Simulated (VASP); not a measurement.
Crystal: HfO2.

```
Hf O
1.0
     5.21946    0.00000    0.00000
     0.00000    5.00476    0.00000
     0.00000    0.00000    5.03269
Hf O
4 8
Cartesian
  5.0472 3.6661 3.7314
  2.7820 3.6661 1.2151
  2.4375 1.3387 3.7314
  0.1723 1.3387 1.2151
  3.2994 4.6477 4.4251
  4.5298 4.6477 1.9087
  1.2211 2.7020 2.4776
  1.3886 2.7020 4.9939
  3.9984 2.3028 4.9939
  3.8308 2.3028 2.4776
  0.6896 0.3571 4.4251
  1.9201 0.3571 1.9087
```

Measurements of this composition are mostly on another form, of space group No. 14.

* Program: VASP 6.6.1
* Task: relaxation of cell and atoms
* Functional: PBEsol
* Dispersion: D4
* Potentials or basis: VASP PAW PBE potentials, release 64 (Hf_pv, O)
* Cutoff: 600 eV
* k mesh: 5 × 6 × 5
* Occupations: fermi-dirac, width 0.05 eV
* Spin: no spin polarisation

At the start: pressure -3.6 GPa; volume 10.96 Å³/atom.

**Question.** Where does the relaxation end?

**Answer.** Over 23 steps the energy falls by 2.0 meV/atom and the volume is 10.79 Å³/atom (-1.5 %); space group Pca2_1 (No. 29, to 0.05 Å).

The path:
```
step  energy change (eV)  largest force (eV/Å)  pressure (GPa)  volume (Å³)
   1              0.0000                0.0722           -3.57       131.46
   2              0.0305                0.1624            6.13       126.88
   3             -0.0211                0.0772            0.03       129.65
   4             -0.0211                0.0780            0.11       129.61
   5             -0.0225                0.0568            0.06       129.58
   6             -0.0226                0.0768            0.05       129.57
   7             -0.0234                0.0301           -0.09       129.61
   8             -0.0234                0.0304           -0.10       129.61
   9             -0.0236                0.0182            0.08       129.50
  10             -0.0236                0.0146            0.16       129.45
  11             -0.0237                0.0215           -0.08       129.55
  12             -0.0237                0.0159           -0.03       129.52
  13             -0.0238                0.0105           -0.03       129.52
  14             -0.0239                0.0118           -0.04       129.53
  15             -0.0239                0.0097            0.04       129.47
  16             -0.0239                0.0108            0.07       129.46
  17             -0.0240                0.0094            0.01       129.48
  18             -0.0240                0.0098           -0.01       129.49
  19             -0.0240                0.0126           -0.05       129.50
  20             -0.0240                0.0114           -0.04       129.50
  21             -0.0240                0.0106            0.01       129.47
  22             -0.0240                0.0129            0.01       129.47
  23             -0.0241                0.0032            0.01       129.46
```

Final structure:
```yaml
crystal:
  lattice:
    - [5.18963, 0.00000, 0.00000]
    - [0.00000, 4.98449, 0.00000]
    - [0.00000, 0.00000, 5.00471]
  atoms:
    - { symbol: Hf, position: [0.96671, 0.73190, 0.74272] }
    - { symbol: Hf, position: [0.53329, 0.73190, 0.24272] }
    - { symbol: Hf, position: [0.46671, 0.26810, 0.74272] }
    - { symbol: Hf, position: [0.03329, 0.26810, 0.24272] }
    - { symbol: O, position: [0.63127, 0.92689, 0.87866] }
    - { symbol: O, position: [0.86873, 0.92689, 0.37866] }
    - { symbol: O, position: [0.23596, 0.54141, 0.49162] }
    - { symbol: O, position: [0.26404, 0.54141, 0.99162] }
    - { symbol: O, position: [0.76404, 0.45859, 0.99162] }
    - { symbol: O, position: [0.73596, 0.45859, 0.49162] }
    - { symbol: O, position: [0.13127, 0.07311, 0.87866] }
    - { symbol: O, position: [0.36873, 0.07311, 0.37866] }
```

Caveat: the PAW data sets were made with another functional, which shifts forces and pressure a little.
